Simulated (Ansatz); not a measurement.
## Response of MnS to small distortions

```
Mn S
1.0
     0.00000    2.55096    2.55096
     2.55096    0.00000    2.55096
     2.55096    2.55096    0.00000
Mn S
1 1
Direct
  0.00000 0.00000 0.00000
  0.50000 0.50000 0.50000
```

Atoms are numbered in the order listed.

The conventional cell has a = 5.102 Å, b = 5.102 Å, c = 5.102 Å, α = 90.00°, β = 90.00°, γ = 90.00°. Mn (atom 1) has 6 S at 2.55 Å as nearest neighbours. Around S (atom 2) lie 6 Mn at 2.55 Å.

The cell was built from the rocksalt type and relaxed in the same program, and has space group Fm-3m; it needn't be a known or the stable phase.

Other magnetic orders may lie lower; this is the state that the run reached.

All numbers below come from DFT, PBE, all-electron LAPW, scalar-relativistic (Ansatz 0.2.0).

Numerical set-up: a Γ-centred 16×16×16 k mesh, Fermi–Dirac smearing of 0.08 eV, basis error target 0.5 meV/atom, spin-polarised from start moments Mn1 4 μB.

The unchanged cell is at 0.02 GPa.

In a metal, stresses and small energies carry noise from the k mesh.

x, y and z are the Cartesian axes of the cell as listed; fractional coordinates follow a strain, and an engineering shear is twice the off-diagonal strain component.

**Question.** One change gave: energy change +1 meV/atom; stress change (xx, yy, zz, yz, xz, xy) -0.01, -0.01, -0.01, -0.58, -0.58, -0.58 GPa, compression positive; moment 4.51 → 4.51 μB. Which change was it?
A. atom 2 (S) moved by (0.1200, 0.0000, 0.0000) Å
B. equal xy, yz and zx engineering shear strains of +1.5 %
C. equal xy, yz and zx engineering shear strains of -1 %

**Answer.** B. For equal xy, yz and zx engineering shear strains of -1 %: energy change under 1 meV/atom; stress change (xx, yy, zz, yz, xz, xy) 0.00, 0.00, 0.00, 0.38, 0.38, 0.38 GPa, compression positive; moment 4.51 → 4.51 μB. For atom 2 (S) moved by (0.1200, 0.0000, 0.0000) Å: energy change +14 meV/atom; stress change (xx, yy, zz, yz, xz, xy) 1.85, -0.08, -0.08, 0.00, 0.00, 0.00 GPa, compression positive; change of the force on S2 (-0.466, 0.000, 0.000) eV/Å; moment 4.51 → 4.51 μB.

**Question.** What force constant does this one finite step give for S2 along its displacement (all its periodic images move with it)?

**Answer.** k = −ΔF·u/|u|² = 3.89 eV/Å², so the force pulls the atom back.
